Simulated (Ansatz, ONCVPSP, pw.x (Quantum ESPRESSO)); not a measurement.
What a changed setting does to a pw.x run (fcc Si)

Potential: optimised norm-conserving Vanderbilt (ONCV), ONCVPSP 4.0.1, LDA (Perdew-Wang 92); core [Ne], reference 3s2 3p2; waves: 3s: rc 1.60 bohr, ncon 4, nbas 7, qcut 5 1/bohr, 2 projectors, debl 0.8 Ha; 3p: rc 2.20 bohr, ncon 3, nbas 8, qcut 3.7 1/bohr, 1 projector; d scattering state at 0.44 Ha: rc 2.25 bohr, ncon 4, nbas 8, qcut 4 1/bohr, 2 projectors, debl 3.1 Ha; local part: polynomial inside 1.40 bohr (lpopt 5, dvloc0 0 Ha); core correction: none.

The reference run (k-mesh 15³, cutoffs 35/140 Ry, Fermi–Dirac 0.01 Ry, mixing_beta 0.4, conv_thr 1e-9, no spin) gives -0.49 GPa at 13.850 Å³/atom, where all-electron LAPW gives 0.45 GPa. This run, with its own iteration cap, changes smearing to mp.

```
&control
  calculation='scf', prefix='x', pseudo_dir='./', outdir='./tmp', tstress=.true., disk_io='none'
/
&system
  ibrav=0, nat=1, ntyp=1, ecutwfc=35, ecutrho=140, nbnd=9,
  occupations='smearing', smearing='mp', degauss=0.01
/
&electrons
  conv_thr=1e-09, mixing_beta=0.4, electron_maxstep=50
/
ATOMIC_SPECIES
Si 1.0 Si.UPF
CELL_PARAMETERS angstrom
  0.00000000 1.90607474 1.90607474
  1.90607474 0.00000000 1.90607474
  1.90607474 1.90607474 0.00000000
ATOMIC_POSITIONS crystal
Si 0.0000 0.0000 0.0000
K_POINTS automatic
15 15 15 0 0 0
```

```bash
pw.x < Si.scf.in > Si.scf.out
```

Question: How does the run end?

Answer: It converges in 6 iterations; the free energy moves by +14.6 meV/atom and the pressure by -0.21 GPa. This scheme is built to cancel the term in the square of the width that Fermi–Dirac smearing leaves in the F of a metal.

```
Message from routine setup:
     using ibrav=0 with symmetry is DISCOURAGED, use correct ibrav instead
     lattice parameter (alat)  =       5.0939  a.u.
     unit-cell volume          =      93.4644 (a.u.)^3
     number of electrons       =         4.00
     number of Kohn-Sham states=            9
     kinetic-energy cutoff     =      35.0000  Ry
     charge density cutoff     =     140.0000  Ry
     scf convergence threshold =      1.0E-09
     Exchange-correlation= SLA  PW   NOGX NOGC
     number of k points=   120  Methfessel-Paxton smearing, width (Ry)=  0.0100
     iteration #  1     ecut=    35.00 Ry     beta= 0.40
     total energy              =      -7.90681910 Ry
     estimated scf accuracy    <       0.00427115 Ry
     iteration #  2     ecut=    35.00 Ry     beta= 0.40
     total energy              =      -7.90644080 Ry
     estimated scf accuracy    <       0.00132047 Ry
     iteration #  3     ecut=    35.00 Ry     beta= 0.40
     total energy              =      -7.90648635 Ry
     estimated scf accuracy    <       0.00000336 Ry
     iteration #  4     ecut=    35.00 Ry     beta= 0.40
     total energy              =      -7.90648738 Ry
     estimated scf accuracy    <       0.00000009 Ry
     iteration #  5     ecut=    35.00 Ry     beta= 0.40
     total energy              =      -7.90648739 Ry
     estimated scf accuracy    <          4.6E-09 Ry
     iteration #  6     ecut=    35.00 Ry     beta= 0.40
     the Fermi energy is    11.0825 ev
!    total energy              =      -7.90648740 Ry
     estimated scf accuracy    <          9.6E-10 Ry
     smearing contrib. (-TS)   =      -0.00003507 Ry
     The total energy is F=E-TS. E is the sum of the following terms:
     one-electron contribution =       4.71979090 Ry
     hartree contribution      =       0.02893932 Ry
     xc contribution           =      -2.47214203 Ry
     ewald contribution        =     -10.18304052 Ry
     convergence has been achieved in   6 iterations
          total   stress  (Ry/bohr**3)                   (kbar)     P=       -7.00
     Message from routine punch:
     Nothing written, as per user request (disk_io='none')
```

The run took about 5.9 s on one core of a shared host (Intel(R) Xeon(R) Processor @ 2.60GHz, 24 threads, 31 GiB, load 14).
